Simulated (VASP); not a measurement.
**Bi: single point with PBE+D3(BJ)**

Bi:

```xyz
1
Lattice="-1.9814 1.9814 1.9814 1.9814 -1.9814 1.9814 1.9814 1.9814 -1.9814" Properties=species:S:1:pos:R:3 pbc="T T T"
Bi    0.0000    0.0000    0.0000
```

This isn't the form of Bi at room conditions, which is rhombohedral.

- Program: VASP 6.6.1
- Task: single point
- Functional: PBE
- Dispersion: D3(BJ)
- Potentials or basis: VASP PAW PBE potentials, release 64 (Bi_d)
- Cutoff: 520 eV
- k mesh: 6 × 6 × 6
- Occupations: gaussian, width 0.1 eV
- Spin: no spin polarisation
- Dipole correction: no
- Further INCAR settings: ALGO = Normal; EDIFF = 1e-06; NBANDS = 14

| Property | Result |
| --- | --- |
| Pressure | -1.6 GPa |
| Band gap on the k mesh | none (metal or under the smearing width) |
| Dispersion energy per atom | -0.507 eV |

Levels at points of the mesh, in eV from the Fermi level:
| k point | band 4 | band 5 | band 6 | band 7 | band 8 | band 9 | band 10 | band 11 |
| --- | --- | --- | --- | --- | --- | --- | --- | --- |
| (0.00, 0.00, 0.00) | -22.59 | -22.59 | -13.20 | 5.44 | 5.44 | 5.44 | 9.45 | 10.79 |
| (0.50, 0.00, 0.00) | -22.60 | -22.51 | -10.15 | -4.75 | 1.89 | 3.78 | 6.29 | 7.88 |
| (0.50, 0.50, 0.50) | -22.52 | -22.52 | -8.04 | -1.49 | -1.49 | -1.49 | 3.85 | 3.85 |

It took 14 s on 1 thread of Intel(R) Xeon(R) Platinum 8375C CPU @ 2.90GHz (Ice Lake) (shared host), peak memory 0.15 GiB.

Caveat: the k mesh is coarse (spacing up to 0.37 Å⁻¹), so the values aren't converged; spin-orbit coupling is left out, which moves the levels of the heavy elements; pairwise dispersion overbinds metals, which lowers pressure and volume.
